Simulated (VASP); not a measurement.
Runs of VASP 6.6.1 on TiO. It takes space group Pm-3m (No. 221, cubic). The conventional cell has a = 2.708 Å, b = 2.708 Å, c = 2.708 Å, α = 90.00°, β = 90.00°, γ = 90.00°. Ti (site symmetry m-3m) is surrounded by 8 O at 2.35 Å. O (site symmetry m-3m) has 8 Ti at 2.35 Å as nearest neighbours. The cell comes from a database or a generator and needn't be the stable form of this composition.

```csv
screening parameter,gap on the mesh (eV),pressure (GPa)
0.4,none,-19.2
0.2,none,(b)
0.1,none,(a)
0.3,none,-19.8
0.15,none,-20.8
```

Alike in all rows: task single point; level HSE(alpha, omega); potentials or basis VASP PAW PBE potentials, release 64 (Ti_sv, O); no spin polarisation; cell as given; k mesh 5 × 5 × 5; cutoff (eV) 520; smearing fermi-dirac 0.05 eV; the mesh is coarse, so values aren't converged.

Question: Estimate the missing entries.

Answer: (a) -21.0; (b) -20.5.

Caveats: all runs use coarse meshes; the PAW data sets were made with another functional, which shifts forces and pressure a little.

A gap of «none» marks a metal or a gap under the smearing width.
